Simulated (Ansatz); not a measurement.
# Al2O3 (R-3c): the host for defect calculations, part 3 of 3

Before any defect goes in: Al2O3 (R-3c) at rest, and how it screens a charge.

Ansatz 0.2.0; plane-wave PAW DFT, PBEsol; relaxation of the host's cell and atoms (the session's first sound run).

So far. Step 3 (Dielectric tensors of the host): The principal values of the electronic dielectric tensor are 3.26, 3.30 and 3.30. The principal values of the static dielectric tensor are 9.72, 9.72 and 11.81.

## (7) Defect free supercell relaxed from displaced atoms

This step: plane-wave PAW DFT, PBEsol; relaxation of the defect-free supercell from random displacements, a test of the host's stability (Ansatz 0.2.0).

The input, pristine.rattled/input.yaml:

```yaml
crystal:
  lattice:
    - [4.7738674274, 2.7561936443, 8.6765380597]
    - [-4.7738674274, 2.7561936443, 8.6765380597]
    - [0.0, -5.5123872885, 8.6765380597]
  atoms:
    - { symbol: Al, position: [0.323960443, 0.323960443, 0.323960443] }
    - { symbol: Al, position: [0.426039557, 0.426039557, 0.426039557] }
    - { symbol: Al, position: [0.073960443, 0.073960443, 0.073960443] }
    - { symbol: Al, position: [0.176039557, 0.176039557, 0.176039557] }
    - { symbol: O, position: [0.2220701173, 0.0279298827, 0.375] }
    - { symbol: O, position: [0.4720701173, 0.125, 0.2779298827] }
    - { symbol: O, position: [0.0279298827, 0.375, 0.2220701173] }
    - { symbol: O, position: [0.375, 0.2220701173, 0.0279298827] }
    - { symbol: O, position: [0.125, 0.2779298827, 0.4720701173] }
    - { symbol: O, position: [0.2779298827, 0.4720701173, 0.125] }
    - { symbol: Al, position: [0.323960443, 0.323960443, 0.823960443] }
    - { symbol: Al, position: [0.426039557, 0.426039557, 0.926039557] }
    - { symbol: Al, position: [0.073960443, 0.073960443, 0.573960443] }
    - { symbol: Al, position: [0.176039557, 0.176039557, 0.676039557] }
    - { symbol: O, position: [0.2220701173, 0.0279298827, 0.875] }
    - { symbol: O, position: [0.4720701173, 0.125, 0.7779298827] }
    - { symbol: O, position: [0.0279298827, 0.375, 0.7220701173] }
    - { symbol: O, position: [0.375, 0.2220701173, 0.5279298827] }
    - { symbol: O, position: [0.125, 0.2779298827, 0.9720701173] }
    - { symbol: O, position: [0.2779298827, 0.4720701173, 0.625] }
    - { symbol: Al, position: [0.323960443, 0.823960443, 0.323960443] }
    - { symbol: Al, position: [0.426039557, 0.926039557, 0.426039557] }
    - { symbol: Al, position: [0.073960443, 0.573960443, 0.073960443] }
    - { symbol: Al, position: [0.176039557, 0.676039557, 0.176039557] }
    - { symbol: O, position: [0.2220701173, 0.5279298827, 0.375] }
    - { symbol: O, position: [0.4720701173, 0.625, 0.2779298827] }
    - { symbol: O, position: [0.0279298827, 0.875, 0.2220701173] }
    - { symbol: O, position: [0.375, 0.7220701173, 0.0279298827] }
    - { symbol: O, position: [0.125, 0.7779298827, 0.4720701173] }
    - { symbol: O, position: [0.2779298827, 0.9720701173, 0.125] }
    - { symbol: Al, position: [0.323960443, 0.823960443, 0.823960443] }
    - { symbol: Al, position: [0.426039557, 0.926039557, 0.926039557] }
    - { symbol: Al, position: [0.073960443, 0.573960443, 0.573960443] }
    - { symbol: Al, position: [0.176039557, 0.676039557, 0.676039557] }
    - { symbol: O, position: [0.2220701173, 0.5279298827, 0.875] }
    - { symbol: O, position: [0.4720701173, 0.625, 0.7779298827] }
    - { symbol: O, position: [0.0279298827, 0.875, 0.7220701173] }
    - { symbol: O, position: [0.375, 0.7220701173, 0.5279298827] }
    - { symbol: O, position: [0.125, 0.7779298827, 0.9720701173] }
    - { symbol: O, position: [0.2779298827, 0.9720701173, 0.625] }
    - { symbol: Al, position: [0.823960443, 0.323960443, 0.323960443] }
    - { symbol: Al, position: [0.926039557, 0.426039557, 0.426039557] }
    - { symbol: Al, position: [0.573960443, 0.073960443, 0.073960443] }
    - { symbol: Al, position: [0.676039557, 0.176039557, 0.176039557] }
    - { symbol: O, position: [0.7220701173, 0.0279298827, 0.375] }
    - { symbol: O, position: [0.9720701173, 0.125, 0.2779298827] }
    - { symbol: O, position: [0.5279298827, 0.375, 0.2220701173] }
    - { symbol: O, position: [0.875, 0.2220701173, 0.0279298827] }
    - { symbol: O, position: [0.625, 0.2779298827, 0.4720701173] }
    - { symbol: O, position: [0.7779298827, 0.4720701173, 0.125] }
    - { symbol: Al, position: [0.823960443, 0.323960443, 0.823960443] }
    - { symbol: Al, position: [0.926039557, 0.426039557, 0.926039557] }
    - { symbol: Al, position: [0.573960443, 0.073960443, 0.573960443] }
    - { symbol: Al, position: [0.676039557, 0.176039557, 0.676039557] }
    - { symbol: O, position: [0.7220701173, 0.0279298827, 0.875] }
    - { symbol: O, position: [0.9720701173, 0.125, 0.7779298827] }
    - { symbol: O, position: [0.5279298827, 0.375, 0.7220701173] }
    - { symbol: O, position: [0.875, 0.2220701173, 0.5279298827] }
    - { symbol: O, position: [0.625, 0.2779298827, 0.9720701173] }
    - { symbol: O, position: [0.7779298827, 0.4720701173, 0.625] }
    - { symbol: Al, position: [0.823960443, 0.823960443, 0.323960443] }
    - { symbol: Al, position: [0.926039557, 0.926039557, 0.426039557] }
    - { symbol: Al, position: [0.573960443, 0.573960443, 0.073960443] }
    - { symbol: Al, position: [0.676039557, 0.676039557, 0.176039557] }
    - { symbol: O, position: [0.7220701173, 0.5279298827, 0.375] }
    - { symbol: O, position: [0.9720701173, 0.625, 0.2779298827] }
    - { symbol: O, position: [0.5279298827, 0.875, 0.2220701173] }
    - { symbol: O, position: [0.875, 0.7220701173, 0.0279298827] }
    - { symbol: O, position: [0.625, 0.7779298827, 0.4720701173] }
    - { symbol: O, position: [0.7779298827, 0.9720701173, 0.125] }
    - { symbol: Al, position: [0.823960443, 0.823960443, 0.823960443] }
    - { symbol: Al, position: [0.926039557, 0.926039557, 0.926039557] }
    - { symbol: Al, position: [0.573960443, 0.573960443, 0.573960443] }
    - { symbol: Al, position: [0.676039557, 0.676039557, 0.676039557] }
    - { symbol: O, position: [0.7220701173, 0.5279298827, 0.875] }
    - { symbol: O, position: [0.9720701173, 0.625, 0.7779298827] }
    - { symbol: O, position: [0.5279298827, 0.875, 0.7220701173] }
    - { symbol: O, position: [0.875, 0.7220701173, 0.5279298827] }
    - { symbol: O, position: [0.625, 0.7779298827, 0.9720701173] }
    - { symbol: O, position: [0.7779298827, 0.9720701173, 0.625] }
basis:
  ecutwfc: 420
  xc_grid: 2
hamiltonian:
  xc: pbesol
kpoints:
  mp_grid: { grid: [1, 1, 1], shift: [0.25, 0.25, 0.25] }
scf:
  occupations: { method: fermi_dirac, width: 0.01 }
  max_iter: 80
output:
  forces: true
relax:
  f_tol: 0.01
  max_steps: 120
  random_displacement: { amplitude: 0.08, seed: 6175 }
checkpoint:
  write: "../pristine.rattled.run"
  compress: false
  write_wavefunctions: false
  write_every: 100000
```

Command:

```console
$ ansatz run input.yaml --threads 8 --pin off --max-ram 22609MiB --backend cpu --events-out ev --progress --plain --runs-dir out
```

Numbers of over 12 decimals in the logs are rounded to 6 here.

Output:

```text
[...]
Crystal: 80 atoms, lattice volume = 684.980 Å³
Basis set: ecut = 420 eV, 13367 PW (Γ), exchange–correlation on 144×144×144 points (8 copies of the dense FFT grid, shifted against one another)
Bands: 272, of which v1, the nominal top of the filled ones, is band 192 counted from 1 (191 counted from 0)
Symmetry: 1 space group operations
k-points: 1
[...]
SCF iter   1: F=—  HF=-43825.870467 eV  |F-HF|=—  |Δ(HF+E_count)|=         —  Δρ=1.56e-2  dr2=1.25e0  ethr=1.77e-3  ⟨swp⟩=6.0  Hψ=1205  notcnv=0  defer=70
[...]
SCF iter   6: F=-43825.486026 eV  HF=-43825.486027 eV  |F-HF|=4.49e-7  |Δ(HF+E_count)|=   1.08e-5  Δρ=1.85e-5  dr2=1.34e-6  ethr=6.51e-10  ⟨swp⟩=4.0  Hψ=804  notcnv=0
SCF 1 converged in 6 iterations: F = -43825.486026 eV  dr2 = 1.34e-6
[...]
relax step   1: F+E_penalty+E_count = -43825.48602615 eV  Δ(F+E_penalty+E_count) = +0.000e0 eV  max|allowed force component| = 2.878e0 eV/Å  Δτ_max = 0.0000 Å  (6 SCF iters, dr2 threshold 2.50e-6 eV, accepted)
[...]
relax step   2: F+E_penalty+E_count = -43828.47200954 eV  Δ(F+E_penalty+E_count) = -2.986e0 eV  max|allowed force component| = 1.973e0 eV/Å  Δτ_max = 0.0587 Å  (6 SCF iters, dr2 threshold 1.00e-4 eV, accepted)
relax step   3: F+E_penalty+E_count = -43830.46615764 eV  Δ(F+E_penalty+E_count) = -1.994e0 eV  max|allowed force component| = 5.786e-2 eV/Å  Δτ_max = 0.0786 Å  (6 SCF iters, dr2 threshold 1.00e-4 eV, accepted)
relax step   4: F+E_penalty+E_count = -43830.46616624 eV  Δ(F+E_penalty+E_count) = -8.602e-6 eV  max|allowed force component| = 5.823e-2 eV/Å  Δτ_max = 0.0000 Å  (4 SCF iters, accepted)
relax step   5: F+E_penalty+E_count = -43830.46726889 eV  Δ(F+E_penalty+E_count) = -1.103e-3 eV  max|allowed force component| = 5.923e-4 eV/Å  Δτ_max = 0.0043 Å  (5 SCF iters, dr2 threshold 2.12e-7 eV, accepted)
[...]
SCF iter   2: F=-43830.467269 eV  HF=-43830.467269 eV  |F-HF|=9.17e-10  |Δ(HF+E_count)|=   7.53e-5  Δρ=1.01e-6  dr2=7.13e-9  ethr=8.47e-12  ⟨swp⟩=3.0  Hψ=660  notcnv=0
SCF 6 converged in 2 iterations: F = -43830.467269 eV  dr2 = 7.13e-9
relax step   6: F+E_penalty+E_count = -43830.46726890 eV  Δ(F+E_penalty+E_count) = -1.080e-8 eV  max|allowed force component| = 5.826e-4 eV/Å  Δτ_max = 0.0000 Å  (2 SCF iters, accepted)
SCF converged after 2 iterations
Free energy (F): -43830.467269 eV
[...]
Internal energy: -43830.467269 eV  (E = F + TS)
E sigma→0 (E₀):  -43830.467269 eV
Fermi energy:    10.686558 eV
[...]
--- Forces (eV/Å), atoms counted from 1 ---
  atom   1  Al     0.00010404    -0.00004349    -0.00017757
  atom   2  Al    -0.00041136    -0.00007880    -0.00036105
  atom   3  Al    -0.00008613    -0.00018089     0.00001463
  atom   4  Al    -0.00028085     0.00043215    -0.00010822
  atom   5  O      0.00008277     0.00009230    -0.00013287
  atom   6  O      0.00012821     0.00030005    -0.00003353
  atom   7  O     -0.00006514    -0.00011181    -0.00001869
  atom   8  O      0.00011250    -0.00030563     0.00013134
  atom   9  O     -0.00010491    -0.00003548    -0.00013651
  atom  10  O     -0.00025982     0.00031890    -0.00019082
  atom  11  Al     0.00020170     0.00025928    -0.00015658
  atom  12  Al     0.00013186     0.00008043    -0.00013377
  atom  13  Al     0.00015903    -0.00005133     0.00000953
  atom  14  Al     0.00020360     0.00009980    -0.00056298
  atom  15  O     -0.00044954     0.00019867     0.00028526
  atom  16  O     -0.00002369    -0.00032411     0.00051661
  atom  17  O     -0.00032570    -0.00006382    -0.00003162
  atom  18  O     -0.00010623     0.00022692     0.00024602
  atom  19  O      0.00008846    -0.00035491     0.00005759
  atom  20  O     -0.00002092    -0.00002836     0.00006462
  atom  21  Al     0.00020329    -0.00018051    -0.00008167
  atom  22  Al     0.00038881    -0.00016643     0.00001661
  atom  23  Al    -0.00001978     0.00027196    -0.00056341
  atom  24  Al    -0.00010199    -0.00013675    -0.00033609
  atom  25  O      0.00005188     0.00002182     0.00005028
  atom  26  O     -0.00019121    -0.00004902    -0.00000866
  atom  27  O     -0.00006943     0.00033036     0.00030597
  atom  28  O     -0.00020959    -0.00008655    -0.00021066
  atom  29  O      0.00005956    -0.00005418     0.00040114
  atom  30  O      0.00011496     0.00034542     0.00016816
  atom  31  Al     0.00019880    -0.00015413    -0.00017146
  atom  32  Al    -0.00011131     0.00043530    -0.00001530
  atom  33  Al    -0.00024752    -0.00043044    -0.00018444
  atom  34  Al    -0.00016966    -0.00029354     0.00031924
  atom  35  O      0.00010422     0.00051738    -0.00008684
  atom  36  O     -0.00026305    -0.00031886     0.00038631
  atom  37  O      0.00000919     0.00005919    -0.00019171
  atom  38  O      0.00003211     0.00001012     0.00030909
  atom  39  O      0.00003859     0.00018361    -0.00016863
  atom  40  O     -0.00008802     0.00022274     0.00014954
[...]
atom  69  O     -0.00007440     0.00008605     0.00011434
  atom  70  O      0.00015133     0.00007175     0.00017546
  atom  71  Al     0.00029385     0.00013807    -0.00021289
  atom  72  Al    -0.00030269    -0.00014851    -0.00028584
  atom  73  Al     0.00015135     0.00000478     0.00006245
  atom  74  Al     0.00010356     0.00019336    -0.00032446
  atom  75  O      0.00001651    -0.00010395    -0.00000408
  atom  76  O      0.00007530     0.00006954     0.00000607
  atom  77  O     -0.00000371    -0.00034058     0.00034579
  atom  78  O     -0.00051142     0.00002867     0.00054795
  atom  79  O      0.00011491     0.00008265    -0.00006618
  atom  80  O     -0.00032315     0.00023582     0.00015716
  max |Σ_I F_I| component: 1.39e-5 eV/Å
--- Relaxed structure (6 steps of the walk, 6 accepted, 0 SCFs on fresh bases) ---
  F+E_penalty+E_count = -43830.46726890 eV   max|allowed force component| = 5.826e-4 eV/Å
  atoms:
    - { symbol: Al, position: [0.323891, 0.323736, 0.323639] }
    - { symbol: Al, position: [0.425988, 0.425822, 0.425725] }
    - { symbol: Al, position: [0.073890, 0.073734, 0.073635] }
    - { symbol: Al, position: [0.175981, 0.175821, 0.175728] }
    - { symbol: O, position: [0.221962, 0.027751, 0.374683] }
    - { symbol: O, position: [0.471962, 0.124781, 0.277654] }
    - { symbol: O, position: [0.027908, 0.374778, 0.221709] }
    - { symbol: O, position: [0.374935, 0.221810, 0.027647] }
    - { symbol: O, position: [0.124937, 0.277750, 0.471713] }
    - { symbol: O, position: [0.277908, 0.471807, 0.124685] }
    - { symbol: Al, position: [0.323890, 0.323734, 0.823638] }
    - { symbol: Al, position: [0.425976, 0.425828, 0.925726] }
    - { symbol: Al, position: [0.073891, 0.073737, 0.573637] }
    - { symbol: Al, position: [0.175981, 0.175826, 0.675730] }
    - { symbol: O, position: [0.221968, 0.027741, 0.874684] }
    - { symbol: O, position: [0.471964, 0.124779, 0.777645] }
    - { symbol: O, position: [0.027911, 0.374778, 0.721712] }
    - { symbol: O, position: [0.374937, 0.221806, 0.527652] }
    - { symbol: O, position: [0.124938, 0.277748, 0.971708] }
    - { symbol: O, position: [0.277907, 0.471810, 0.624680] }
    - { symbol: Al, position: [0.323888, 0.823735, 0.323637] }
    - { symbol: Al, position: [0.425977, 0.925829, 0.425724] }
    - { symbol: Al, position: [0.073889, 0.573737, 0.073643] }
    - { symbol: Al, position: [0.175987, 0.675824, 0.175726] }
    - { symbol: O, position: [0.221970, 0.527748, 0.374680] }
    - { symbol: O, position: [0.471970, 0.624779, 0.277650] }
    - { symbol: O, position: [0.027903, 0.874777, 0.221711] }
    - { symbol: O, position: [0.374942, 0.721806, 0.027650] }
    - { symbol: O, position: [0.124933, 0.777750, 0.471707] }
    - { symbol: O, position: [0.277900, 0.971807, 0.124685] }
    - { symbol: Al, position: [0.323893, 0.823734, 0.823633] }
    - { symbol: Al, position: [0.425980, 0.925821, 0.925730] }
    - { symbol: Al, position: [0.073896, 0.573735, 0.573631] }
    - { symbol: Al, position: [0.175979, 0.675824, 0.675726] }
    - { symbol: O, position: [0.221959, 0.527750, 0.874687] }
    - { symbol: O, position: [0.471965, 0.624779, 0.777646] }
    - { symbol: O, position: [0.027907, 0.874781, 0.721712] }
    - { symbol: O, position: [0.374933, 0.721810, 0.527647] }
    - { symbol: O, position: [0.124937, 0.777749, 0.971716] }
    - { symbol: O, position: [0.277904, 0.971807, 0.624682] }
    - { symbol: Al, position: [0.823895, 0.323739, 0.323627] }
    - { symbol: Al, position: [0.925983, 0.425820, 0.425729] }
    - { symbol: Al, position: [0.573890, 0.073742, 0.073634] }
    - { symbol: Al, position: [0.675979, 0.175822, 0.175731] }
    - { symbol: O, position: [0.721964, 0.027743, 0.374685] }
    - { symbol: O, position: [0.971960, 0.124782, 0.277648] }
    - { symbol: O, position: [0.527908, 0.374778, 0.221710] }
    - { symbol: O, position: [0.874934, 0.221808, 0.027651] }
    - { symbol: O, position: [0.624939, 0.277747, 0.471706] }
    - { symbol: O, position: [0.777910, 0.471814, 0.124672] }
    - { symbol: Al, position: [0.823889, 0.323736, 0.823639] }
    - { symbol: Al, position: [0.925985, 0.425825, 0.925723] }
    - { symbol: Al, position: [0.573890, 0.073728, 0.573639] }
    - { symbol: Al, position: [0.675983, 0.175828, 0.675717] }
    - { symbol: O, position: [0.721967, 0.027758, 0.874674] }
    - { symbol: O, position: [0.971968, 0.124782, 0.777651] }
    - { symbol: O, position: [0.527901, 0.374783, 0.721707] }
    - { symbol: O, position: [0.874939, 0.221811, 0.527646] }
    - { symbol: O, position: [0.624931, 0.277752, 0.971713] }
    - { symbol: O, position: [0.777906, 0.471808, 0.624681] }
    - { symbol: Al, position: [0.823893, 0.823730, 0.323635] }
    - { symbol: Al, position: [0.925975, 0.925825, 0.425725] }
    - { symbol: Al, position: [0.573896, 0.573734, 0.073634] }
    - { symbol: Al, position: [0.675977, 0.675834, 0.175726] }
    - { symbol: O, position: [0.721968, 0.527752, 0.374675] }
    - { symbol: O, position: [0.971966, 0.624775, 0.277653] }
    - { symbol: O, position: [0.527901, 0.874787, 0.221707] }
    - { symbol: O, position: [0.874932, 0.721819, 0.027652] }
    - { symbol: O, position: [0.624934, 0.777748, 0.471708] }
    - { symbol: O, position: [0.777903, 0.971811, 0.124681] }
    - { symbol: Al, position: [0.823889, 0.823740, 0.823638] }
    - { symbol: Al, position: [0.925985, 0.925826, 0.925726] }
    - { symbol: Al, position: [0.573889, 0.573737, 0.573632] }
    - { symbol: Al, position: [0.675982, 0.675822, 0.675725] }
    - { symbol: O, position: [0.721968, 0.527750, 0.874678] }
    - { symbol: O, position: [0.971965, 0.624783, 0.777650] }
    - { symbol: O, position: [0.527906, 0.874776, 0.721707] }
    - { symbol: O, position: [0.874940, 0.721799, 0.527647] }
    - { symbol: O, position: [0.624934, 0.777754, 0.971711] }
    - { symbol: O, position: [0.777906, 0.971804, 0.624682] }
```

Elapsed: 25 s, on 8 threads of Arm Neoverse V2, shared host; peak memory 1.3 GiB.

Step by step:

| step | energy less that of the first step (eV) | largest force component (eV/Å) |
| --- | --- | --- |
| 1 | 0.0000 | 2.8776 |
| 2 | -2.9860 | 1.9732 |
| 3 | -4.9801 | 0.0579 |
| 4 | -4.9801 | 0.0582 |
| 5 | -4.9812 | 0.0006 |
| 6 | -4.9812 | 0.0006 |

The relaxation ends 62 meV an atom lower than the displaced start, with a largest force component of 5.8e-4 eV/Å.

## (8) Summary of results

| Quantity | Value |
| --- | --- |
| primitive cell vectors, lengths | 5.140, 5.140, 5.140 Å |
| electronic dielectric constant | principal values (3.26, 3.30, 3.30) |
| static dielectric constant | principal values (9.72, 9.72, 11.81) |
| gap on the k-mesh of the response run (PBEsol) | 6.03 eV |
| supercell relaxed in its symmetry less the displaced and relaxed one | 0.000 eV |
| energy an atom at one point at (¼, ¼, ¼) less that on the dense mesh | 0.004 eV |

Step 7: The energy fell by 4.981 eV from the randomly displaced start; the atoms end within 0.005 Å of the sites as typed, once the mean shift is taken out. The displaced cell ends within 0.01 eV of the symmetric one relaxed in its symmetry, so no lower structure shows in this supercell. The k-mesh can miss the band edges, so this gap is an upper bound at this level. All at zero temperature.

[Logs are printed without paths, hosts, clocks, repeated set-up lines and the standing remarks that a program may print on its own settings, such as how far it seeks lower states.]

[Hosts, paths, dates, database ids (printed as entryN), source tags and the programs' standing remarks are cut or masked in the printed files.]

[Runs of the host that timed out are not shown.]

[For some hosts the program warned that the k-mesh of the response run may be too coarse for force constants and the static dielectric constant; such warnings are not always shown.]
